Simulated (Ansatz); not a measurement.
All numbers below come from DFT PBE, scalar-relativistic, plane waves, PAW (Ansatz). Settings: cutoff 420 eV, Γ-centred meshes spaced at most about 0.3 Å⁻¹, and about 0.25 Å⁻¹ or finer for metals (2π included), Gaussian smearing. No spin polarisation.

All energies are static (0 K, no zero-point motion).

Compare these two cells of Ga₃H, each relaxed at this level.

1.

```
Ga H
1.0
     6.83669    0.00000    0.00000
    -3.41834    5.92075    0.00000
     0.00000    0.00000    3.15306
Ga H
6 2
Direct
  0.80499 0.60997 0.25000
  0.19501 0.80499 0.75000
  0.39003 0.19501 0.25000
  0.19501 0.39003 0.75000
  0.80499 0.19501 0.25000
  0.60997 0.80499 0.75000
  0.33333 0.66667 0.25000
  0.66667 0.33333 0.75000
```

2.

```
Ga H
1.0
     3.97824    0.00000    0.00000
     0.00000    3.97824    0.00000
     0.00000    0.00000    3.97824
Ga H
3 1
Direct
  0.00000 0.50000 0.50000
  0.50000 0.00000 0.50000
  0.50000 0.50000 0.00000
  0.00000 0.00000 0.00000
```

**Question.** Which form is favoured at zero pressure, and by what margin per atom?

**Answer.** Cell 1 is lower, by 135 meV/atom. Cell 1 has space group P6_3/mmc (No. 194), 16.0 Å³/atom and no gap on its mesh; cell 2 has the Cu3Au (L1_2) type, space group Pm-3m (No. 221), 15.7 Å³/atom and no gap. Counting Ga atoms around H (those within 1.25 times the shortest such distance or 1.15 times the sum of covalent radii; the shortest distance is added where it is long for a bond), cell 1 has H 6 from 2.3 Å and cell 2 has H 12 from 2.8 Å. Even the lower one lies +0.27 eV/atom against the reference forms of the elements (uncorrected), so neither is stable at this level. Both come from invented guesses.

With hydrogen, zero-point motion can shift such differences by 10 meV/atom or more. Cells relaxed within their symmetry can be saddle points.
